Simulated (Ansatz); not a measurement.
# SnO2 (rutile type): the cost of one run

Method: DFT, PBEsol, PAW with Ansatz's default frozen-core files, scalar-relativistic, in Ansatz 0.2.0.

**1. Starting point**

Symmetry: P4_2/mnm, No. 136, tetragonal system. Conventional cell: a = 4.582 Å, b = 4.582 Å, c = 3.024 Å, α = 90.00°, β = 90.00°, γ = 90.00°. Around Sn (site symmetry mmm) lie 6 O at 1.97 to 1.98 Å. O (site symmetry m2m) is surrounded by 3 Sn at 1.97 to 1.98 Å.

Structure file:

```xyz
6
Lattice="4.5822 0.0000 0.0000 0.0000 4.5822 0.0000 0.0000 0.0000 3.0242" Properties=species:S:1:pos:R:3 pbc="T T T"
Sn    0.0000    0.0000    0.0000
Sn    2.2911    2.2911    1.5121
O     1.3976    1.3976    0.0000
O     3.1846    3.1846    0.0000
O     3.6886    0.8935    1.5121
O     0.8935    3.6886    1.5121
```

Whether this phase is the stable one at these pressures isn't tested.

Atoms are numbered in the order of the input: Sn1, Sn2, O3, O4, O5, O6.

**2. Cell relaxed at zero pressure, PAW**

input.yaml reads:

```yaml
crystal:
  lattice:
    - [4.5821571838, 0.0, 0.0]
    - [0.0, 4.5821571838, 0.0]
    - [0.0, 0.0, 3.0242237413]
  atoms:
    - { symbol: Sn, position: [0.0, 0.0, 0.0] }
    - { symbol: Sn, position: [0.5, 0.5, 0.5] }
    - { symbol: O, position: [0.305, 0.305, 0.0] }
    - { symbol: O, position: [0.695, 0.695, 0.0] }
    - { symbol: O, position: [0.805, 0.195, 0.5] }
    - { symbol: O, position: [0.195, 0.805, 0.5] }
kpoints:
  mp_grid: { grid: [8, 8, 11] }
scf:
  occupations: { method: fermi_dirac, width: 0.1 }
hamiltonian:
  xc: pbesol
  pseudopotentials: { kind: paw }
output:
  forces: true
  stress: true
  write_density: true
  write_potential: true
  elf: true
  volumetric_format: npy
relax:
  f_tol: 0.005
  max_steps: 40
  cell: {}
```

Launch:

```bash
ansatz run input.yaml --threads 2 --pin off --max-ram 5120MiB --backend cpu --events-out ev --progress --plain --runs-dir out
```

What time and memory should one allow on 2 threads of Intel Xeon at 2.50GHz (Skylake/Cascade Lake), shared host?

About 1.7 min, with a peak of 0.5 GiB.
